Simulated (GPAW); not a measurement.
# MoSe2 (P6_3/mmc) in GPAW: further runs

One crystal, MoSe2, is run at these levels: PBE; tasks: single point.

All numbers are computed with GPAW 26.7.0; they aren't measurements. Logs are shortened: lines on timing, memory, paths and dates and some standing lists are left out, and cuts for length are marked. The log counts tension as positive stress, the text compression.

### Step 1. Starting point

Symmetry: P6_3/mmc, No. 194, hexagonal system. Conventional cell: a = 3.288 Å, b = 3.288 Å, c = 12.900 Å, α = 90.00°, β = 90.00°, γ = 120.00°. Mo (site symmetry -6m2) is surrounded by 6 Se at 2.49 Å. Se (site symmetry 3m) has 3 Mo at 2.49 Å as nearest neighbours.

### Step 2. Single point, PBE

Input file run.py:

```python
from ase.dft.bandgap import bandgap
from ase.io import read, write
from ase.units import GPa
from gpaw import GPAW, PW

atoms = read('POSCAR')

calc = GPAW(mode=PW(600),
            xc='PBE',
            kpts={'size': (9, 9, 2), 'gamma': True},
            occupations={'name': 'methfessel-paxton', 'order': 0, 'width': 0.014},
            nbands=46,
            convergence={'density': 1e-05, 'energy': 1e-05},
            maxiter=150,
            txt='gpaw.txt')
atoms.calc = calc
energy = atoms.get_potential_energy()
forces = atoms.get_forces()
stress = atoms.get_stress()
calc.write('gs.gpw')
write('result.traj', atoms)
print(f'Energy: {energy:.6f} eV')
print('Forces (eV/A):')
print(forces.round(4))
print('Stress (GPa):', (stress / GPa).round(3))
print('Fermi level:', round(calc.get_fermi_level(), 4), 'eV')
print(f'Gap: {bandgap(calc)[0]:.4f} eV, direct: {bandgap(calc, direct=True)[0]:.4f} eV')
```

Input file POSCAR:

```
MoSe2
1.0
    3.2880000000      0.0000000000      0.0000000000
   -1.6440000000      2.8474915276      0.0000000000
    0.0000000000      0.0000000000     12.9000000000
Mo Se
2 4
Direct
    0.6666666667      0.3333333333      0.7500000000
    0.3333333333      0.6666666667      0.2500000000
    0.6666666667      0.3333333333      0.3750000000
    0.3333333333      0.6666666667      0.8750000000
    0.6666666667      0.3333333333      0.1250000000
    0.3333333333      0.6666666667      0.6250000000
```

Potentials or basis: GPAW PAW data sets (gpaw-data 1.2.1), pw.

Started as:

```
$ OMP_NUM_THREADS=1 python run.py
```

gpaw.txt:

```text
__  _  _
 | _ |_)|_||  |
 |__||  | ||/\| - 26.7.0

Input parameters:
  mode=PW(ecut=600.0),
  convergence={'density': 1e-05, 'energy': 1e-05},
  kpts=MonkhorstPack(size=(9, 9, 2), gamma=True),
  maxiter=150,
  nbands=46,
  occupations=Occupations(name='methfessel-paxton', order=0, width=0.014),
  xc=XC(name='PBE')

Diagonalizing LCAO Hamiltonian
Converting LCAO to pw mode

        Se

           Mo

        Se

           Se

        Mo

           Se

Atoms  # Å, Bohr magnetons
|   | symbol |         x |        y |         z |    initial magnetic moments |
|---|--------|-----------|----------|-----------|-----------------------------|
| 0 |     Mo |  1.644000 | 0.949164 |  9.675000 | ( 0.0000,  0.0000,  0.0000) |
| 1 |     Mo | -0.000000 | 1.898328 |  3.225000 | ( 0.0000,  0.0000,  0.0000) |
| 2 |     Se |  1.644000 | 0.949164 |  4.837500 | ( 0.0000,  0.0000,  0.0000) |
| 3 |     Se | -0.000000 | 1.898328 | 11.287500 | ( 0.0000,  0.0000,  0.0000) |
| 4 |     Se |  1.644000 | 0.949164 |  1.612500 | ( 0.0000,  0.0000,  0.0000) |
| 5 |     Se | -0.000000 | 1.898328 |  8.062500 | ( 0.0000,  0.0000,  0.0000) |

Unit cell  # Å
| periodic |         x |        y |         z |   lengths |     angles |
|----------|-----------|----------|-----------|-----------|------------|
|      yes |  3.288000 | 0.000000 |  0.000000 |  3.288000 |  90.000000 |
|      yes | -1.644000 | 2.847492 |  0.000000 |  3.288000 |  90.000000 |
|      yes |  0.000000 | 0.000000 | 12.900000 | 12.900000 | 120.000000 |

Number of symmetries: 12
Symmetry operations  # r_c * U_cc + t_c -> r_c
|    | kind |            matrix            |
|----|------|------------------------------|
|  0 |  σ   |  1, 1, 0,  0,-1, 0,  0, 0, 1 |
|  1 |  S6  |  1, 1, 0, -1, 0, 0,  0, 0,-1 |
|  2 |  E   |  1, 0, 0,  0, 1, 0,  0, 0, 1 |
|  3 |  C2  |  1, 0, 0, -1,-1, 0,  0, 0,-1 |
|  4 |  C2  |  0, 1, 0,  1, 0, 0,  0, 0,-1 |
|  5 |  C3  |  0, 1, 0, -1,-1, 0,  0, 0, 1 |
|  6 |  S6  |  0,-1, 0,  1, 1, 0,  0, 0,-1 |
|  7 |  σ   |  0,-1, 0, -1, 0, 0,  0, 0, 1 |
|  8 |  σ   | -1, 0, 0,  1, 1, 0,  0, 0, 1 |
|  9 |  i   | -1, 0, 0,  0,-1, 0,  0, 0,-1 |
| 10 |  C3  | -1,-1, 0,  1, 0, 0,  0, 0, 1 |
| 11 |  C2  | -1,-1, 0,  0, 1, 0,  0, 0,-1 |

BZ-sampling:
  Number of BZ points: 162
  Number of IBZ points: 24

  Monkhorst-Pack size: [9, 9, 2]
  Monkhorst-Pack shift: [0.0, 0.0, 0.25]

K-points  # in reciprocal-cell coordinates
|     |                                coordinates |     weight |
|-----|--------------------------------------------|------------|
|   0 | (  0.00000000,   0.00000000,   0.00000000) | 0.00617284 |
|   1 | (  0.00000000,   0.00000000,   0.50000000) | 0.00617284 |
|   2 | (  0.11111111,   0.00000000,   0.00000000) | 0.03703704 |
|   3 | (  0.11111111,   0.00000000,   0.50000000) | 0.03703704 |
|   4 | (  0.22222222,  -0.11111111,   0.00000000) | 0.03703704 |
|   5 | (  0.22222222,  -0.11111111,   0.50000000) | 0.03703704 |
|   6 | (  0.22222222,   0.00000000,   0.00000000) | 0.03703704 |
|   7 | (  0.22222222,   0.00000000,   0.50000000) | 0.03703704 |
|   8 | (  0.33333333,  -0.11111111,   0.00000000) | 0.07407407 |
|   9 | (  0.33333333,  -0.11111111,   0.50000000) | 0.07407407 |
| ... |                                            |            |
|  23 | (  0.44444444,   0.44444444,   0.50000000) | 0.03703704 |

Plane wave coefficients: 4085
Cutoff: 600.0 eV

Spin-components: 1 (collinear spins)
Bands:           46
Projectors:      32
Spin-degeneracy: 2
Datatype:        complex128

Parallelization:
  kpt:    1
  domain: 1
  band:   1

Density:
  Valence electrons: 52.0
  Components: 1
  Grid points: [20 20 75]
  Charge: 0.0  # |e|

Potential:
  Grid points: [20 20 75]

species:
  Mo:
    name:    Molybdenum
    Z:       42.0
    valence: 14
    core:    28
    charge:  0.0  # [|e|]
    compensation charges:
      type: gauss
      rc: 0.38  # [Å]
      lmax: 2
    cutoffs:
      filter: 2.16  # [Å]
      core: 1.42  # [Å]
    projectors
    | kind |    occ | energy [eV] | rcut [Å] |
    |------|--------|-------------|----------|
    |   4s |  2.000 |     -64.307 |    1.238 |
    |   5s |  1.000 |      -4.084 |    1.238 |
    |   4p |  6.000 |     -38.491 |    1.296 |
    |   5p |  0.000 |      -1.044 |    1.296 |
    |   4d |  5.000 |      -3.754 |    1.296 |
    |    d |        |      23.458 |    1.296 |

    Using partial waves for Mo as LCAO basis

  Se:
    name:    Selenium
    Z:       34.0
    valence: 6
    core:    28
    charge:  0.0  # [|e|]
    compensation charges:
      type: gauss
      rc: 0.27  # [Å]
      lmax: 2
    cutoffs:
      filter: 1.77  # [Å]
      core: 2.67  # [Å]
    projectors
    | kind |    occ | energy [eV] | rcut [Å] |
    |------|--------|-------------|----------|
    |   4s |  2.000 |     -17.277 |    0.847 |
    |   4p |  4.000 |      -6.512 |    1.005 |
    |    s |        |       9.935 |    0.847 |
    |    p |        |      20.699 |    1.005 |
    |    d |        |       0.000 |    0.847 |

    Using partial waves for Se as LCAO basis

Reference energy: -484682.273785  # eV

eigensolver:
  PPCG
  Converge bands: occupied
  niter=2

density mixing:
  MSR1-Mixer
  Pratt-step length: 0.05
  Maximum mixing coefficient: 0.75
  Old densities: 10
  SVD Regularization: 0.005
  Good broyden scale: 1.0
  Trust region scale: 1.0
  Backstep threshold: 4.0
  History deletion threshold: 6.0
  Fourier metric: weight=20.0, sigma=0.015

occupation numbers:
  Methfessel-Paxton:
    width: 0.0140  # eV
    order: 0

poisson solver:
  ecut: 4800.0  # eV

xc functional:
  name: PBE with 2 nearest neighbor stencil

convergence criteria:
- Maximum integral of absolute [dens]ity change: 1e-05 electrons / valence electron
- Maximum [total energy] change in last 3 cyles: 1e-05 eV / valence electron
- Maximum integral of absolute [eigenst]ate change: 4e-08 eV^2 / valence electron
maximum number of iterations: 150

SCF iterations
|iter     | |      energy | eigst |  dens |
|---------|-|-------------|-------|-------|
|iter:   1| |  -42.343766 | +0.48 |       |
|iter:   2| |  -41.811197 | -1.43 | -1.04 |
|iter:   3| |  -40.532264 | -1.38 | -1.10 |
|iter:   4| |  -40.380190 | -1.98 | -1.44 |
|iter:   5| |  -40.378925 | -2.78 | -1.82 |
|iter:   6| |  -40.419694 | -3.00 | -2.06 |
|iter:   7| |  -40.368842 | -3.23 | -2.02 |
|iter:   8| |  -40.368880 | -5.14 | -3.08 |
|iter:   9| |  -40.368890c| -5.93 | -3.47 |
|iter:  10| |  -40.368890c| -7.27 | -4.32 |
|iter:  11| |  -40.368890c| -7.80c| -4.92 |
|iter:  12| |  -40.368890c| -8.16c| -5.49c|

Converged in 12 steps
Energy contributions relative to reference atoms: (reference = -484682.273785)

Energy contributions:
  Kinetic:          29.457507
  Coulomb:         -35.730326
  Zero:             -0.660928
  External:          0.000000
  Xc:              -33.435142
  Entropy:          -0.000000
  Spinorbit:         0.000000
  ----------------------------
  Free energy:     -40.368890
  Extrapolated:    -40.368890

dipole moment: (0.000025, 0.000043, 0.000193)  # |e|*Ang

Fermi level: 9.217
Eigenvalues  # (at kpt = [0.000, 0.000, 0.000])
| band index |      eig [eV] | occ [0-2] |
|------------|---------------|-----------|
|          0 |       -52.893 |     2.000 |
|        ... |               |           |
|         18 |         5.536 |     2.000 |
|         19 |         6.592 |     2.000 |
|         20 |         6.592 |     2.000 |
|         21 |         6.631 |     2.000 |
|         22 |         6.631 |     2.000 |
|         23 |         7.365 |     2.000 |
[... 8 lines left out ...]
|         32 |        11.307 |     0.000 |
|         33 |        11.307 |     0.000 |
|        ... |               |           |
|         45 |        20.960 |     0.000 |

Gap: 0.869 eV
Transition (v -> c):
  (s=0, k=0, n=25, [0.00, 0.00, 0.00]) -> (s=0, k=12, n=26, [0.33, 0.33, 0.00])
Direct/indirect transitions are different
Direct gap: 1.361 eV
Transition at: (s=0, k=12, n=25, [0.33, 0.33, 0.00])

Forces  # eV/Ang
|        x |        y |        z |
|----------|----------|----------|
|  0.00000 | -0.00000 | -0.00004 |  # Mo   0
|  0.00000 |  0.00000 |  0.00004 |  # Mo   1
|  0.00000 | -0.00000 |  1.09943 |  # Se   2
| -0.00000 |  0.00000 |  1.09946 |  # Se   3
|  0.00000 | -0.00000 | -1.09946 |  # Se   4
| -0.00000 |  0.00000 | -1.09943 |  # Se   5

Stress tensor  # eV/Ang^3
|         x |         y |         z |
|-----------|-----------|-----------|
| -0.038441 |  0.000000 |  0.000000 |
|  0.000000 | -0.038441 |  0.000000 |
|  0.000000 |  0.000000 | -0.072245 |

# Writing to gs.gpw (mode='')
```

It took 91 s on 1 thread of Arm Neoverse V1, shared host; peak memory 0.29 GiB.

Results:

```
Free energy            : -40.3689 eV
Pressure               : 8.0 GPa
Largest force          : 1.099 eV/Å
Band gap on the k mesh : 0.87 eV, indirect (least direct gap 1.36 eV)
```

Forces in eV/Å, atoms in the order of the input:
```
Mo   0.000  0.000  0.000
Mo   0.000  0.000  0.000
Se   0.000  0.000  1.099
Se   0.000  0.000  1.099
Se   0.000  0.000 -1.099
Se   0.000  0.000 -1.099
```

Stress tensor (GPa, compression positive):
```
 6.16  0.00  0.00
 0.00  6.16  0.00
 0.00  0.00 11.57
```

Levels at points of the mesh, in eV from the valence-band top:
```
           k point  band 24  band 25  band 26  band 27  band 28  band 29
(0.00, 0.00, 0.00)    -1.08    -0.88     0.00     2.40     2.40     2.45
(0.00, 0.00, 0.50)    -1.83    -0.20    -0.20     2.42     2.42     2.42
```

Caveat: an odd mesh through Γ misses points on the zone boundary, where band edges often lie; the cell's inner coordinates are idealised or old, which leaves forces on the atoms; this functional lacks dispersion, which binds the layers, so the pressure and a relaxed spacing across them are unreliable. As with any semilocal functional, this PBE gap is likely too small.

### Step 3. Single point, PBE

run.py: that of step 2 with these lines changed.

```diff
@@ -1,3 +1,4 @@
+from ase import Atoms
 from ase.dft.bandgap import bandgap
-from ase.io import read, write
+from ase.io import write
 from ase.units import GPa
@@ -5,3 +6,13 @@
 
-atoms = read('POSCAR')
+atoms = Atoms(['Mo', 'Mo', 'Se', 'Se', 'Se', 'Se'],
+              cell=[[3.288, 0.0, 0.0],
+                    [-1.644, 2.8474915276, 0.0],
+                    [0.0, 0.0, 12.9]],
+              scaled_positions=[[0.6666666667, 0.3333333333, 0.75],
+                                [0.3333333333, 0.6666666667, 0.25],
+                                [0.6666666667, 0.3333333333, 0.375],
+                                [0.3333333333, 0.6666666667, 0.875],
+                                [0.6666666667, 0.3333333333, 0.125],
+                                [0.3333333333, 0.6666666667, 0.625]],
+              pbc=True)
 
@@ -10,3 +21,3 @@
             kpts={'size': (9, 9, 2), 'gamma': True},
-            occupations={'name': 'methfessel-paxton', 'order': 0, 'width': 0.014},
+            occupations={'name': 'methfessel-paxton', 'order': 0, 'width': 0.015},
             nbands=46,
```

Potentials or basis: GPAW PAW data sets (gpaw-data 1.2.1), pw.

Started as:

```
$ OMP_NUM_THREADS=1 python run.py
```

gpaw.txt:

```text
__  _  _
 | _ |_)|_||  |
 |__||  | ||/\| - 26.7.0

Input parameters:
  mode=PW(ecut=600.0),
  convergence={'density': 1e-05, 'energy': 1e-05},
  kpts=MonkhorstPack(size=(9, 9, 2), gamma=True),
  maxiter=150,
  nbands=46,
  occupations=Occupations(name='methfessel-paxton', order=0, width=0.015),
  xc=XC(name='PBE')

Diagonalizing LCAO Hamiltonian
Converting LCAO to pw mode

        Se

           Mo

        Se

           Se

        Mo

           Se

Atoms  # Å, Bohr magnetons
|   | symbol |         x |        y |         z |    initial magnetic moments |
|---|--------|-----------|----------|-----------|-----------------------------|
| 0 |     Mo |  1.644000 | 0.949164 |  9.675000 | ( 0.0000,  0.0000,  0.0000) |
| 1 |     Mo | -0.000000 | 1.898328 |  3.225000 | ( 0.0000,  0.0000,  0.0000) |
| 2 |     Se |  1.644000 | 0.949164 |  4.837500 | ( 0.0000,  0.0000,  0.0000) |
| 3 |     Se | -0.000000 | 1.898328 | 11.287500 | ( 0.0000,  0.0000,  0.0000) |
| 4 |     Se |  1.644000 | 0.949164 |  1.612500 | ( 0.0000,  0.0000,  0.0000) |
| 5 |     Se | -0.000000 | 1.898328 |  8.062500 | ( 0.0000,  0.0000,  0.0000) |

Unit cell  # Å
| periodic |         x |        y |         z |   lengths |     angles |
|----------|-----------|----------|-----------|-----------|------------|
|      yes |  3.288000 | 0.000000 |  0.000000 |  3.288000 |  90.000000 |
|      yes | -1.644000 | 2.847492 |  0.000000 |  3.288000 |  90.000000 |
|      yes |  0.000000 | 0.000000 | 12.900000 | 12.900000 | 120.000000 |

Number of symmetries: 12
[... 152 lines left out ...]
|iter:   2| |  -41.811197 | -1.43 | -1.04 |
|iter:   3| |  -40.532264 | -1.38 | -1.10 |
|iter:   4| |  -40.380190 | -1.98 | -1.44 |
|iter:   5| |  -40.378925 | -2.78 | -1.82 |
|iter:   6| |  -40.419694 | -3.00 | -2.06 |
|iter:   7| |  -40.368842 | -3.23 | -2.02 |
|iter:   8| |  -40.368880 | -5.14 | -3.08 |
|iter:   9| |  -40.368890c| -5.93 | -3.47 |
|iter:  10| |  -40.368890c| -7.27 | -4.32 |
|iter:  11| |  -40.368890c| -7.80c| -4.92 |
|iter:  12| |  -40.368890c| -8.16c| -5.49c|

Converged in 12 steps
Energy contributions relative to reference atoms: (reference = -484682.273785)

Energy contributions:
  Kinetic:          29.457507
  Coulomb:         -35.730326
  Zero:             -0.660928
  External:          0.000000
  Xc:              -33.435142
  Entropy:          -0.000000
  Spinorbit:         0.000000
  ----------------------------
  Free energy:     -40.368890
  Extrapolated:    -40.368890

dipole moment: (0.000025, 0.000043, 0.000193)  # |e|*Ang

Fermi level: 9.215
Eigenvalues  # (at kpt = [0.000, 0.000, 0.000])
| band index |      eig [eV] | occ [0-2] |
|------------|---------------|-----------|
|          0 |       -52.893 |     2.000 |
|        ... |               |           |
|         18 |         5.536 |     2.000 |
|         19 |         6.592 |     2.000 |
|         20 |         6.592 |     2.000 |
|         21 |         6.631 |     2.000 |
|         22 |         6.631 |     2.000 |
|         23 |         7.365 |     2.000 |
[... 8 lines left out ...]
|         32 |        11.307 |     0.000 |
|         33 |        11.307 |     0.000 |
|        ... |               |           |
|         45 |        20.960 |     0.000 |

Gap: 0.869 eV
Transition (v -> c):
  (s=0, k=0, n=25, [0.00, 0.00, 0.00]) -> (s=0, k=12, n=26, [0.33, 0.33, 0.00])
Direct/indirect transitions are different
Direct gap: 1.361 eV
Transition at: (s=0, k=12, n=25, [0.33, 0.33, 0.00])

Forces  # eV/Ang
|        x |        y |        z |
|----------|----------|----------|
|  0.00000 | -0.00000 | -0.00004 |  # Mo   0
| -0.00000 |  0.00000 |  0.00004 |  # Mo   1
|  0.00000 | -0.00000 |  1.09943 |  # Se   2
| -0.00000 |  0.00000 |  1.09946 |  # Se   3
|  0.00000 | -0.00000 | -1.09946 |  # Se   4
| -0.00000 |  0.00000 | -1.09943 |  # Se   5

Stress tensor  # eV/Ang^3
|         x |         y |         z |
|-----------|-----------|-----------|
| -0.038441 | -0.000000 |  0.000000 |
|  0.000000 | -0.038441 |  0.000000 |
|  0.000000 |  0.000000 | -0.072245 |

# Writing to gs.gpw (mode='')
```

stdout:

```text
Energy: -40.368890 eV
Forces (eV/A):
[[ 0.     -0.     -0.    ]
 [-0.      0.      0.    ]
 [ 0.     -0.      1.0994]
 [-0.      0.      1.0995]
 [ 0.     -0.     -1.0995]
 [-0.      0.     -1.0994]]
Stress (GPa): [ -6.159  -6.159 -11.575   0.      0.     -0.   ]
Fermi level: 9.2148 eV
Gap: 0.8690 eV, direct: 1.3610 eV
```

It took 90 s on 1 thread of Arm Neoverse V1, shared host; peak memory 0.29 GiB.

What came out:

- Free energy: -40.3689 eV
- Pressure: 8.0 GPa
- Largest force: 1.099 eV/Å
- Band gap on the k mesh: 0.87 eV, indirect (least direct gap 1.36 eV)

Forces on the atoms (eV/Å):
```
Mo   0.000  0.000  0.000
Mo   0.000  0.000  0.000
Se   0.000  0.000  1.099
Se   0.000  0.000  1.099
Se   0.000  0.000 -1.099
Se   0.000  0.000 -1.099
```

Stress tensor (GPa, compression positive):
```
 6.16  0.00  0.00
 0.00  6.16  0.00
 0.00  0.00 11.57
```

Caveat: an odd mesh through Γ misses points on the zone boundary, where band edges often lie; the cell's inner coordinates are idealised or old, which leaves forces on the atoms; this functional lacks dispersion, which binds the layers, so the pressure and a relaxed spacing across them are unreliable.
